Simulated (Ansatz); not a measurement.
Write the native input for Ansatz 0.2.0 that does the following.

```yaml
Task: relaxation of cell and atoms
Functional: RPBE
Dispersion: D3(BJ)
Potentials_or_basis: Ansatz PAW
Cutoff: "420 eV (not typed: the program's choice for these potentials)"
k_mesh: 10 × 10 × 3
Occupations: fermi-dirac, width 0.05 eV
Spin: no spin polarisation
```

Crystal: MoS2.

```
Mo S
1.0
     3.16900    0.00000    0.00000
    -1.58450    2.74443    0.00000
     0.00000    0.00000   12.32400
Mo S
2 4
Cartesian
  1.5845 0.9148 9.2430
  0.0000 1.8296 3.0810
  1.5845 0.9148 4.6461
  0.0000 1.8296 10.8081
  1.5845 0.9148 1.5159
  0.0000 1.8296 7.6779
```

The input as run:

input.yaml

```yaml
crystal:
  lattice:
    - [3.169, 0.0, 0.0]
    - [-1.5845, 2.7444345046, 0.0]
    - [0.0, 0.0, 12.324]
  atoms:
    - { symbol: Mo, position: [0.6666666667, 0.3333333333, 0.75] }
    - { symbol: Mo, position: [0.3333333333, 0.6666666667, 0.25] }
    - { symbol: S, position: [0.6666666667, 0.3333333333, 0.377] }
    - { symbol: S, position: [0.3333333333, 0.6666666667, 0.877] }
    - { symbol: S, position: [0.6666666667, 0.3333333333, 0.123] }
    - { symbol: S, position: [0.3333333333, 0.6666666667, 0.623] }
hamiltonian:
  xc: rpbe
  pseudopotentials: { kind: paw }
  dispersion: d3bj
kpoints:
  mp_grid: { grid: [10, 10, 3] }
scf:
  occupations: { method: fermi_dirac, width: 0.05 }
output:
  forces: true
  stress: true
relax:
  f_tol: 0.01
  max_steps: 40
  cell: { stress_tol: 0.05 }
```

Potentials or basis: Ansatz PAW.

Launch:

```sh
$ ansatz run input.yaml --threads 2 --pin off --max-ram 5632MiB --backend cpu --events-out ev --progress --plain --runs-dir out
```

Results of the run:

```
Relaxed volume                         : 14.49 Å³/atom
Relaxed cell                           : a = 2.990 Å, b = 2.990 Å, c = 11.228 Å, α = 90.00°, β = 90.00°, γ = 120.00°
Space group after relaxing (to 0.05 Å) : P6_3/mmc (No. 194)
Energy gained by relaxing              : 150.0 meV/atom
Ionic steps                            : 8
Pressure after relaxing                : 0.0 GPa
```

Caveat: the volume moved by over 15 % at a fixed basis, so the end points are rough; the plane-wave basis is chosen anew once the cell has moved, so the energies of steps on either side of that aren't comparable; the volume moved by -19 % from the deposited cell, more than functionals usually miss; the PAW data sets come from PBE, with cores solved anew for the run's functional, which leaves a small shift of forces and pressure.

It took 79 s on 2 threads of Intel(R) Xeon(R) Processor @ 2.50GHz (Skylake/Cascade Lake), on a shared host, peak memory 0.45 GiB.
